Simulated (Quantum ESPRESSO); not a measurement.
# Au (Fm-3m) in Quantum ESPRESSO: a series of runs

One crystal, Au, is run at these levels: PBE, LDA, PBEsol; tasks: phonons.

Everything below comes from runs of Quantum ESPRESSO 7.5. Logs are shortened: lines on timing, memory, paths and dates and some standing lists are left out, and cuts for length are marked.

### Step 1. The structure

Symmetry: Fm-3m, No. 225, cubic system. The conventional cell has a = 4.070 Å, b = 4.070 Å, c = 4.070 Å, α = 90.00°, β = 90.00°, γ = 90.00°. Around Au (site symmetry m-3m) lie 12 Au at 2.88 Å.

### Step 2. Phonons, PBE

File pw.in:

```
&CONTROL
  calculation = 'scf'
  prefix = 'pwscf'
  outdir = './tmp'
  pseudo_dir = './pseudo'
  tprnfor = .true.
  tstress = .true.
  disk_io = 'low'
/
&SYSTEM
  ibrav = 0
  nat = 1
  ntyp = 1
  ecutwfc = 60
  nbnd = 16
  occupations = 'smearing'
  smearing = 'mv'
  degauss = 0.01469973
/
&ELECTRONS
  conv_thr = 2d-10
  electron_maxstep = 120
  mixing_beta = 0.5
/
ATOMIC_SPECIES
Au   196.9666 Au_ONCV_PBE-1.0.oncvpsp.upf
CELL_PARAMETERS angstrom
   0.0000000000    2.0350000000    2.0350000000
   2.0350000000    0.0000000000    2.0350000000
   2.0350000000    2.0350000000    0.0000000000
ATOMIC_POSITIONS crystal
Au     0.0000000000    0.0000000000    0.0000000000
K_POINTS automatic
11 11 11 0 0 0
```

File relax.in:

```
&CONTROL
  calculation = 'vc-relax'
  prefix = 'pwscf'
  outdir = './tmp'
  pseudo_dir = './pseudo'
  tprnfor = .true.
  tstress = .true.
  disk_io = 'low'
  nstep = 40
  forc_conv_thr = 0.0001
  etot_conv_thr = 1d-06
/
&SYSTEM
  ibrav = 0
  nat = 1
  ntyp = 1
  ecutwfc = 60
  nbnd = 16
  occupations = 'smearing'
  smearing = 'mv'
  degauss = 0.01469973
/
&ELECTRONS
  conv_thr = 2d-10
  electron_maxstep = 120
  mixing_beta = 0.5
/
&IONS
  ion_dynamics = 'bfgs'
/
&CELL
  cell_dynamics = 'bfgs'
  press = 0
  press_conv_thr = 0.2
/
ATOMIC_SPECIES
Au   196.9666 Au_ONCV_PBE-1.0.oncvpsp.upf
CELL_PARAMETERS angstrom
   0.0000000000    2.0350000000    2.0350000000
   2.0350000000    0.0000000000    2.0350000000
   2.0350000000    2.0350000000    0.0000000000
ATOMIC_POSITIONS crystal
Au     0.0000000000    0.0000000000    0.0000000000
K_POINTS automatic
11 11 11 0 0 0
```

File scf2.in:

```
&CONTROL
  calculation = 'scf'
  prefix = 'pwscf'
  outdir = './tmp'
  pseudo_dir = './pseudo'
  tprnfor = .true.
  tstress = .true.
  disk_io = 'low'
/
&SYSTEM
  ibrav = 0
  nat = 1
  ntyp = 1
  ecutwfc = 60
  nbnd = 16
  occupations = 'smearing'
  smearing = 'mv'
  degauss = 0.01469973
/
&ELECTRONS
  conv_thr = 1d-13
  electron_maxstep = 120
  mixing_beta = 0.5
  startingpot = 'file'
  startingwfc = 'file'
/
ATOMIC_SPECIES
Au   196.9666 Au_ONCV_PBE-1.0.oncvpsp.upf
CELL_PARAMETERS angstrom
   0.0000000000    2.0746295382    2.0746295382
   2.0746295382    0.0000000000    2.0746295382
   2.0746295382    2.0746295382    0.0000000000
ATOMIC_POSITIONS crystal
Au     0.0000000000    0.0000000000    0.0000000000
K_POINTS automatic
11 11 11 0 0 0
```

File ph.in:

```
phonons of Au
&INPUTPH
  prefix = 'pwscf'
  outdir = './tmp'
  tr2_ph = 1d-16
  fildyn = 'dyn'
  niter_ph = 60
  alpha_mix(1) = 0.4
/
0.5303300859 0.5303300859 0.0000000000
```

Potentials or basis: SSSP 1.3 efficiency PBE.

The run is started by

```bash
$ OMP_NUM_THREADS=1 pw.x -in pw.in > pw.out
$ OMP_NUM_THREADS=1 pw.x -in relax.in > relax.out
$ OMP_NUM_THREADS=1 pw.x -in scf2.in > scf2.out
$ OMP_NUM_THREADS=1 ph.x -in ph.in > ph.out
```

pw.out:

```text
This program is part of the open-source Quantum ESPRESSO suite
     for quantum simulation of materials; please cite
[... 9 lines left out ...]
     --------------------
     sticks:   dense  smooth     PW     G-vecs:    dense   smooth      PW
     Sum         499     499    163                 7119     7119    1363

     Using Slab Decomposition

     bravais-lattice index     =            0
     lattice parameter (alat)  =       5.4385  a.u.
     unit-cell volume          =     113.7417 (a.u.)^3
     number of atoms/cell      =            1
     number of atomic types    =            1
     number of electrons       =        19.00
     number of Kohn-Sham states=           16
     kinetic-energy cutoff     =      60.0000  Ry
     charge density cutoff     =     240.0000  Ry
     scf convergence threshold =      2.0E-10
     mixing beta               =       0.5000
     number of iterations used =            8  plain     mixing
     Exchange-correlation= PBE
                           (   1   4   3   4   0   0   0)

     celldm(1)=   5.438489  celldm(2)=   0.000000  celldm(3)=   0.000000
     celldm(4)=   0.000000  celldm(5)=   0.000000  celldm(6)=   0.000000

     crystal axes: (cart. coord. in units of alat)
               a(1) = (   0.000000   0.707107   0.707107 )
               a(2) = (   0.707107   0.000000   0.707107 )
               a(3) = (   0.707107   0.707107   0.000000 )

     reciprocal axes: (cart. coord. in units 2 pi/alat)
               b(1) = ( -0.707107  0.707107  0.707107 )
               b(2) = (  0.707107 -0.707107  0.707107 )
               b(3) = (  0.707107  0.707107 -0.707107 )

     PseudoPot. # 1 for Au read from file:
     Au_ONCV_PBE-1.0.oncvpsp.upf
     Pseudo is Norm-conserving, Zval = 19.0
     Generated using ONCVPSP code by D. R. Hamann
     Using radial grid of 1278 points,  8 beta functions with:
                l(1) =   0
                l(2) =   0
                l(3) =   1
                l(4) =   1
                l(5) =   2
                l(6) =   2
                l(7) =   3
                l(8) =   3

     atomic species   valence    mass     pseudopotential
     Au               19.00   196.96660     Au( 1.00)

     48 Sym. Ops., with inversion, found

   Cartesian axes

     site n.     atom                  positions (alat units)
         1        Au     tau(   1) = (   0.0000000   0.0000000   0.0000000  )

     number of k points=    56  Marzari-Vanderbilt smearing, width (Ry)=  0.0147
                       cart. coord. in units 2pi/alat
        k(    1) = (   0.0000000   0.0000000   0.0000000), wk =   0.0015026
        k(    2) = (   0.0642824   0.0642824  -0.0642824), wk =   0.0120210
        k(    3) = (   0.1285649   0.1285649  -0.1285649), wk =   0.0120210
        k(    4) = (   0.1928473   0.1928473  -0.1928473), wk =   0.0120210
        k(    5) = (   0.2571297   0.2571297  -0.2571297), wk =   0.0120210
        k(    6) = (   0.3214122   0.3214122  -0.3214122), wk =   0.0120210
[... 48 lines left out ...]
        k(   55) = (  -0.0642824  -0.4499770   0.7071068), wk =   0.0360631
        k(   56) = (   0.0000000  -0.3856946   0.6428243), wk =   0.0360631

     Dense  grid:     7119 G-vectors     FFT dimensions: (  27,  27,  27)

     Initial potential from superposition of free atoms

     starting charge      18.9999, renormalised to      19.0000
     Starting wfcs are   10 randomized atomic wfcs +    6 random wfcs

     Self-consistent Calculation

     iteration #  1     ecut=    60.00 Ry     beta= 0.50
     Davidson diagonalization with overlap
     ethr =  1.00E-02,  avg # of iterations =  5.6

     Threshold (ethr) on eigenvalues was too large:
     Diagonalizing with lowered threshold

     Davidson diagonalization with overlap
     ethr =  1.68E-05,  avg # of iterations =  5.2

     total energy              =    -274.67105608 Ry
     estimated scf accuracy    <       0.00312912 Ry

     iteration #  2     ecut=    60.00 Ry     beta= 0.50
     Davidson diagonalization with overlap
     ethr =  1.65E-05,  avg # of iterations =  1.9

     total energy              =    -274.67167212 Ry
     estimated scf accuracy    <       0.00033083 Ry

     iteration #  3     ecut=    60.00 Ry     beta= 0.50
     Davidson diagonalization with overlap
     ethr =  1.74E-06,  avg # of iterations =  1.4

     total energy              =    -274.67171481 Ry
     estimated scf accuracy    <       0.00006977 Ry
[... 12 lines left out ...]
     total energy              =    -274.67171961 Ry
     estimated scf accuracy    <       0.00000096 Ry

     iteration #  6     ecut=    60.00 Ry     beta= 0.50
     Davidson diagonalization with overlap
     ethr =  5.06E-09,  avg # of iterations =  2.0

     total energy              =    -274.67171977 Ry
     estimated scf accuracy    <          2.1E-09 Ry

     iteration #  7     ecut=    60.00 Ry     beta= 0.50
     Davidson diagonalization with overlap
     ethr =  1.11E-11,  avg # of iterations =  3.0

     End of self-consistent calculation

          k = 0.0000 0.0000 0.0000 (   893 PWs)   bands (ev):

   -84.7792 -35.9897 -35.9897 -35.9897  10.9451  16.1921  16.1921  16.1921
    17.7385  17.7385  35.4020  39.4609  39.4609  39.4609  44.4352  48.9638

          k = 0.0643 0.0643-0.0643 (   908 PWs)   bands (ev):

   -84.7782 -36.0080 -35.9925 -35.9925  11.2345  16.1004  16.2888  16.2888
    17.6974  17.6974  35.7258  37.8537  39.8073  39.8073  45.2339  47.2441

          k = 0.1286 0.1286-0.1286 (   911 PWs)   bands (ev):

   -84.7756 -36.0567 -35.9999 -35.9999  12.0282  15.9507  16.4634  16.4634
    17.7009  17.7009  34.6958  36.5658  40.6585  40.6585  43.0905  45.1631

          k = 0.1928 0.1928-0.1928 (   896 PWs)   bands (ev):

   -84.7721 -36.1201 -36.0095 -36.0095  12.9799  16.1866  16.4498  16.4498
    18.0167  18.0167  31.2801  36.3349  40.8245  40.8245  42.9523  43.8736
[... 83 lines left out ...]
   -84.7652 -36.1954 -36.0684 -36.0379  14.2442  15.7049  16.7884  16.9277
    18.9115  22.7582  24.0888  33.7265  36.4202  36.7678  46.1666  46.3110

          k =-0.1286-0.3857 0.3857 (   895 PWs)   bands (ev):

   -84.7659 -36.1842 -36.0729 -36.0298  14.3268  15.7916  16.7680  16.7754
    18.4188  21.4126  26.1540  33.1338  36.7432  38.0368  44.4501  46.2603

          k =-0.0643-0.3214 0.3214 (   893 PWs)   bands (ev):

   -84.7680 -36.1529 -36.0653 -36.0186  14.2730  15.8068  16.1801  16.8810
    17.7355  20.0058  29.4342  33.2668  37.3626  40.3822  42.0866  46.3186

          k = 0.0000-0.2571 0.2571 (   897 PWs)   bands (ev):

   -84.7709 -36.1146 -36.0447 -36.0078  13.5433  15.5706  16.3917  17.0808
    17.1196  18.9633  32.3691  34.3510  38.6254  40.1095  42.8331  45.5673

          k = 0.3857 0.0000-0.0000 (   886 PWs)   bands (ev):

   -84.7698 -36.1149 -36.0399 -36.0399  13.6617  14.8991  16.9879  17.6597
    17.6597  18.3861  35.1374  35.1374  36.3236  37.5446  38.6466  47.1629

          k = 0.4500 0.0643-0.0643 (   889 PWs)   bands (ev):

   -84.7673 -36.1477 -36.0544 -36.0504  14.0853  14.7266  16.9782  17.8298
    18.7294  18.7910  31.9671  34.0843  34.4328  38.2184  40.0875  47.6246

          k = 0.5143 0.1286-0.1286 (   891 PWs)   bands (ev):

   -84.7652 -36.1725 -36.0756 -36.0551  14.3017  14.9296  16.7884  17.6892
    19.0558  20.8063  28.3570  32.7643  33.7900  38.2532  42.7646  47.1223
[... 23 lines left out ...]
   -84.7639 -36.1866 -36.0768 -36.0683  14.0107  14.3447  18.1698  18.4907
    19.0844  20.8127  28.9494  31.2879  32.1061  38.5661  40.7835  48.1991

          k =-0.0643-0.5785 0.5785 (   890 PWs)   bands (ev):

   -84.7630 -36.1847 -36.1016 -36.0663  14.1812  14.6327  17.5943  18.2666
    19.0788  23.4132  26.4406  29.6063  32.5952  38.8634  42.7953  47.3623

          k =-0.0000-0.5143 0.5143 (   894 PWs)   bands (ev):

   -84.7631 -36.1631 -36.1306 -36.0571  14.4692  15.1666  16.8549  17.9108
    18.7550  24.4356  26.1108  28.3007  34.0459  38.3874  45.5283  46.7939

          k = 0.6428-0.0000 0.0000 (   894 PWs)   bands (ev):

   -84.7630 -36.2017 -36.0757 -36.0757  13.7999  14.1273  18.8934  19.1991
    19.1991  21.2462  27.6161  31.1786  31.1786  38.1473  40.7019  48.3412

          k =-0.0000-0.6428 0.6428 (   902 PWs)   bands (ev):

   -84.7627 -36.2008 -36.0852 -36.0749  13.8881  14.2069  18.7029  18.7664
    19.2328  22.7002  26.5586  30.2741  31.3595  38.8218  41.0723  47.9403

          k = 0.2571 0.1286 0.0000 (   895 PWs)   bands (ev):

   -84.7734 -36.0769 -36.0234 -36.0073  12.7146  15.5496  16.5708  16.8838
    17.2999  18.2221  34.7296  36.0205  38.7494  39.4621  42.8609  44.7872

          k = 0.3214 0.1928-0.0643 (   893 PWs)   bands (ev):

   -84.7703 -36.1244 -36.0409 -36.0160  13.6546  15.5255  16.2844  16.9710
    17.7132  18.9068  31.6384  35.1806  37.6265  39.9360  42.9418  44.7329

          k = 0.3857 0.2571-0.1286 (   888 PWs)   bands (ev):

   -84.7675 -36.1696 -36.0527 -36.0264  14.0963  15.9757  16.2031  16.8253
    18.4250  19.9833  28.0679  34.7425  36.2683  39.1931  43.7969  46.3270

          k =-0.2571-0.3857 0.5143 (   891 PWs)   bands (ev):

   -84.7658 -36.1967 -36.0582 -36.0337  14.1208  15.7921  16.6504  17.0802
    18.8307  21.7054  24.8765  34.7739  35.3612  38.0170  45.1251  46.8165
[... 13 lines left out ...]
   -84.7648 -36.1784 -36.0849 -36.0481  14.5656  15.4661  16.2293  17.3583
    18.8776  22.1045  26.2606  32.8285  33.8402  38.8565  44.6032  47.0898

          k =-0.1286-0.3857 0.5143 (   890 PWs)   bands (ev):

   -84.7644 -36.1802 -36.0955 -36.0460  14.6924  15.4525  16.4600  17.1910
    18.7658  23.5163  24.7004  31.9402  34.3941  38.7476  44.7748  47.7437

          k =-0.0643-0.3214 0.4500 (   888 PWs)   bands (ev):

   -84.7655 -36.1667 -36.0932 -36.0369  14.8290  15.5894  15.9467  17.2879
    18.3155  21.4929  27.6954  31.4733  35.5218  39.5219  43.3188  47.2641

          k = 0.0000-0.2571 0.3857 (   890 PWs)   bands (ev):

   -84.7677 -36.1467 -36.0726 -36.0252  14.5661  15.3856  15.9272  17.4160
    17.6896  20.0519  30.4027  32.3244  36.6372  41.1590  41.3132  46.7840

          k = 0.5143 0.1286 0.0000 (   893 PWs)   bands (ev):

   -84.7653 -36.1690 -36.0721 -36.0590  14.2578  14.5909  17.0903  18.4787
    18.5408  20.2156  30.2833  32.0159  32.9823  39.5007  40.4821  47.3453

          k =-0.1286-0.5143 0.6428 (   890 PWs)   bands (ev):

   -84.7638 -36.1769 -36.0944 -36.0645  14.4201  14.8044  16.8562  18.1452
    18.9898  22.3283  27.6021  30.7696  32.2382  39.8327  42.6391  46.6375

          k =-0.0643-0.4500 0.5785 (   899 PWs)   bands (ev):

   -84.7632 -36.1657 -36.1218 -36.0610  14.6399  15.2162  16.5102  17.7619
    18.9282  24.5489  25.5675  29.3513  32.9242  39.6198  45.1117  46.1554

          k = 0.0000-0.3857 0.5143 (   889 PWs)   bands (ev):

   -84.7639 -36.1518 -36.1320 -36.0502  14.9806  15.5241  15.9657  17.5467
    18.5632  23.0528  28.1378  28.2157  34.2744  39.5429  44.2566  47.9450

          k =-0.0643-0.5785 0.7071 (   894 PWs)   bands (ev):

   -84.7630 -36.1928 -36.0859 -36.0755  14.0577  14.3413  18.0185  18.6488
    19.1985  22.5454  27.2455  30.6049  30.9952  39.6986  41.0368  47.5313

          k =-0.0000-0.5143 0.6428 (   899 PWs)   bands (ev):

   -84.7627 -36.1815 -36.1062 -36.0728  14.3044  14.6697  17.3630  18.2289
    19.1921  24.6020  25.8550  29.1405  31.5243  40.1827  42.7890  46.5544

          k =-0.1928-0.4500 0.7071 (   893 PWs)   bands (ev):

   -84.7647 -36.1644 -36.0981 -36.0525  14.9708  15.1360  15.8688  17.9274
    18.5324  21.7453  28.7520  30.3418  33.4573  41.3855  41.9461  46.7070

          k =-0.1286-0.3857 0.6428 (   894 PWs)   bands (ev):

   -84.7635 -36.1623 -36.1186 -36.0614  15.0683  15.3032  15.9125  17.6301
    18.9008  23.7163  26.4901  29.8965  32.3307  40.9920  43.6568  47.6285

          k =-0.0643-0.4500 0.7071 (   893 PWs)   bands (ev):

   -84.7629 -36.1686 -36.1132 -36.0749  14.6700  14.9770  16.5413  17.9375
    19.1963  24.2824  26.9691  29.0416  30.8634  42.1638  42.8179  45.6795

          k = 0.0000-0.3857 0.6428 (   890 PWs)   bands (ev):

   -84.7628 -36.1489 -36.1366 -36.0737  14.8851  15.4219  16.0089  17.6260
    19.1927  25.1908  26.8930  27.8807  31.0700  42.1457  44.1344  45.9684

     the Fermi energy is    20.9573 ev

!    total energy              =    -274.67171977 Ry
     estimated scf accuracy    <          1.6E-10 Ry
     smearing contrib. (-TS)   =       0.00002189 Ry
     internal energy E=F+TS    =    -274.67174167 Ry

     The total energy is F=E-TS. E is the sum of the following terms:
     one-electron contribution =     -86.39302412 Ry
     hartree contribution      =      52.32765748 Ry
     xc contribution           =     -25.40739871 Ry
     ewald contribution        =    -215.19897632 Ry

     convergence has been achieved in   7 iterations

     Forces acting on atoms (cartesian axes, Ry/au):

     atom    1 type  1   force =     0.00000000    0.00000000    0.00000000

     Total force =     0.000000     Total SCF correction =     0.000000

     Computing stress (Cartesian axis) and pressure

          total   stress  (Ry/bohr**3)                   (kbar)     P=       98.18
   0.00066744   0.00000000   0.00000000           98.18        0.00        0.00
   0.00000000   0.00066744   0.00000000            0.00       98.18        0.00
   0.00000000   0.00000000   0.00066744            0.00        0.00       98.18

=------------------------------------------------------------------------------=
   JOB DONE.
=------------------------------------------------------------------------------=
```

Wall time 10 min (1 thread of Intel Xeon Platinum 8488C (Sapphire Rapids), shared host); peak memory 0.09 GiB.

What came out:

* Free energy: -3737.1285 eV
* Relaxed volume: 17.86 Å³/atom
* Relaxed cell: a = 2.934 Å, b = 2.934 Å, c = 2.934 Å, α = 60.00°, β = 60.00°, γ = 60.00°
* Space group after relaxing (to 0.05 Å): Fm-3m (No. 225)
* Pressure after relaxing: 0.0 GPa
* Band gap on the k mesh: none (metal or under the smearing width)
* Highest phonon frequency at the q point run: 108 cm⁻¹

The path:
| step | energy change (eV) | largest force (eV/Å) | pressure (GPa) | volume (Å³) |
| --- | --- | --- | --- | --- |
| 1 | 0.0000 | 0.0000 | 9.82 | 16.85 |
| 2 | -0.0283 | 0.0000 | 1.20 | 17.71 |
| 3 | -0.0288 | 0.0000 | 0.16 | 17.84 |
| 4 | -0.0288 | 0.0000 | 0.00 | 17.86 |

Final structure:
```
CELL_PARAMETERS angstrom
0.00000 2.07463 2.07463
2.07463 0.00000 2.07463
2.07463 2.07463 0.00000
ATOMIC_POSITIONS crystal
Au 0.00000 0.00000 0.00000
```

Levels at points of the mesh, in eV from the Fermi level:
| k point | band 7 | band 8 | band 9 | band 10 | band 11 | band 12 | band 13 | band 14 |
| --- | --- | --- | --- | --- | --- | --- | --- | --- |
| (0.00, 0.00, 0.00) | -4.49 | -4.49 | -3.10 | -3.10 | 14.48 | 18.21 | 18.21 | 18.21 |

Phonon frequencies in cm⁻¹ (negative: imaginary):
```csv
q point,frequencies
"(0.375, 0.375, 0.750)",47 82 108
```

Phonon modes at q = (0.375, 0.375, 0.750) in reciprocal lattice units:
| mode | symmetry | cm⁻¹ |
| --- | --- | --- |
| 1 | B_1 | 47 |
| 2 | A_1 | 82 |
| 3 | B_2 | 108 |

Caveat: the q point doesn't lie on the k mesh, which can shift a metal's frequencies strongly unless the mesh is converged.

(Continued in part 2 of 4.)
